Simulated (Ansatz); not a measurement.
Crystal: Sb.

```xyz
1
Lattice="3.1600 0.0000 0.0000 0.0000 3.1600 0.0000 0.0000 0.0000 3.1600" Properties=species:S:1:pos:R:3 pbc="T T T"
Sb    0.0000    0.0000    0.0000
```

This isn't the form of Sb at room conditions, which is rhombohedral.

* Program: Ansatz 0.2.0
* Task: single point
* Functional: PBEsol
* Potentials or basis: Ansatz PAW
* Cutoff: 420 eV (not typed: the program's choice for these potentials)
* k mesh: 8 × 8 × 8
* Occupations: fermi-dirac, width 0.05 eV
* Spin: no spin polarisation

On this cell: pressure -4.7 GPa; band gap on the k mesh none (metal or under the smearing width).

The same run follows on a disturbed copy (cell strained at random at fixed volume):

```
Sb
1.0
     3.18307   -0.00916   -0.07927
    -0.00916    3.13721   -0.05653
    -0.07927   -0.05653    3.16292
Sb
1
Direct
  0.00350 0.00307 0.97826
```

Q: What does the disturbed cell give?

A: The energy (extrapolated to zero smearing) moves by +1.3 meV/atom; pressure -4.7 GPa; band gap on the k mesh none (metal or under the smearing width).

Stress tensor (GPa, compression positive):
```
-5.46 -0.13  0.52
-0.13 -3.75  0.08
 0.52  0.08 -5.01
```

Caveats: the PAW data sets come from PBE, with cores solved anew for the run's functional, which leaves a small shift of forces and pressure.
